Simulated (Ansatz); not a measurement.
Contact densities of Ga against volume

```
Ga
1.0
     1.45000   -4.06500    0.00000
     1.45000    4.06500    0.00000
     0.00000    0.00000    3.17000
Ga
2
Direct
  0.86700 0.13300 0.25000
  0.13300 0.86700 0.75000
```

Atoms are numbered in the order listed.

The conventional cell has a = 2.900 Å, b = 8.130 Å, c = 3.170 Å, α = 90.00°, β = 90.00°, γ = 90.00°. Around Ga (atom 1) lie 8 Ga at 2.68 to 2.90 Å.

The structure is an experimental refinement, used without relaxation.

Theory: DFT, PBE, all-electron PAW with datasets made for the crystal, scalar-relativistic (Ansatz 0.2.0).

Settings: a Γ-centred 12×12×10 k mesh, Fermi–Dirac smearing of 0.08 eV, cutoff 240 eV (chosen by the program for this cell), no spin polarisation.

The contact density is the mean electron density over the nuclear volume; its changes follow the s electrons' response to bonding and compression. Changes below are taken from the unscaled cell, where it is 187510 e/Å³ at Ga1.

Volumes at which the program chose other datasets or cutoffs are left out.

| V/V(cell) | P (GPa) | Δρ(0) Ga1 (e/Å³) |
| --- | --- | --- |
| 1.0000 | 1.7 | 0.00 |
| 1.0100 | 1.1 | ? |
| 1.0200 | 0.6 | ? |
| 1.0400 | -0.3 | 1.42 |
| 1.0500 | -0.7 | ? |
| 1.0600 | -1.1 | 2.11 |

(1) What belongs in the row "1.0500", column "Δρ(0) Ga1 (e/Å³)"?

(2) Fill in "Δρ(0) Ga1 (e/Å³)" for the row "1.0200".

(3) What belongs in the row "1.0100", column "Δρ(0) Ga1 (e/Å³)"?

The datasets are made afresh for each cell, so very small changes are uncertain.

Answers

(1) 1.77.

(2) 0.71.

(3) 0.36.
